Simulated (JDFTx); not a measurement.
Crystal: Pd.

```xyz
1
Lattice="0.0000 1.9465 1.9465 1.9465 0.0000 1.9465 1.9465 1.9465 0.0000" Properties=species:S:1:pos:R:3 pbc="T T T"
Pd    0.0000    0.0000    0.0000
```

* Program: JDFTx 1.7.0 (patched build)
* Task: relaxation of cell and atoms
* Functional: LDA
* Potentials or basis: SG15-PBE-1.2 with smoothed tails
* Cutoff: 1088 eV
* Density cutoff: 4354 eV
* k mesh: 6 × 6 × 6
* Occupations: fermi-dirac, width 0.05 eV
* Spin: no spin polarisation

At the start: pressure -10.4 GPa; volume 14.75 Å³/atom.

Question: How do energy, volume and symmetry change on relaxing?

Answer: Over 6 steps the energy falls by 24.6 meV/atom and the volume is 14.03 Å³/atom (-4.9 %); space group Fm-3m (No. 225, to 0.05 Å).

Step by step:
```
step  energy change (eV)  largest force (eV/Å)  pressure (GPa)  volume (Å³)
   1              0.0000                0.0000          -10.44        14.75
   2             -0.0123                0.0000           -7.64        14.53
   3             -0.0246                0.0000            0.44        14.01
   4             -0.0246                0.0000            0.00        14.03
   5             -0.0246                0.0000            0.00        14.03
   6             -0.0246                0.0000            0.00        14.03
```

Final structure:
```
Pd
1.0
     0.00000    1.91448    1.91448
     1.91448    0.00000    1.91448
     1.91448    1.91448    0.00000
Pd
1
Direct
  0.00000 0.00000 0.00000
```

Caveat: the k mesh is coarse (spacing up to 0.47 Å⁻¹), so the values aren't converged; the potentials were made for another functional, which shifts forces and pressure.
